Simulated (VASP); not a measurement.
**Ag under changes of volume**

One of the cells (16.106 Å³/atom); the others are scaled copies at fixed shape and fractional positions:

```
Ag
1.0
     2.84690    0.00000    0.00000
    -1.42345    2.46549    0.00000
     0.00000    0.00000    4.58919
Ag
2
Cartesian
  1.4235 0.8218 3.4419
  0.0000 1.6437 1.1473
```

This isn't the form of Ag at room conditions, which is fcc.

| Quantity | Value |
| --- | --- |
| Program | VASP 6.6.1 |
| Functional | LDA |
| Potentials or basis | VASP PAW LDA potentials, release 64 (Ag) |
| Cutoff | 520 eV |
| k mesh | 8 × 8 × 6 |
| Occupations | fermi-dirac, width 0.05 eV |
| Spin | no spin polarisation |

```tsv
volume (Å³/atom)	energy over the lowest point (meV/atom)	pressure (GPa)
15.462	11.91	6.1
15.784	2.92	2.8
16.106	0.00	0.0
16.428	2.47	-2.5
16.750	?	?
```

Question: What does the run at 16.750 Å³/atom give?

Answer: Energy over the lowest point 9.65 meV/atom; pressure -4.8 GPa.

Worked out: A Birch-Murnaghan fit of order 2 (a polynomial in V^(-2/3)) to the other rows has its minimum at 16.11 Å³/atom with B0 = V·E''(V) = 135 GPa at fixed shape and positions, which overstates the stiffness. It gives 9.89 meV/atom at 16.750 Å³/atom, against the run's 9.65, and -dE/dV = -4.8 GPa, against -4.8.

Energies are extrapolated to zero smearing.
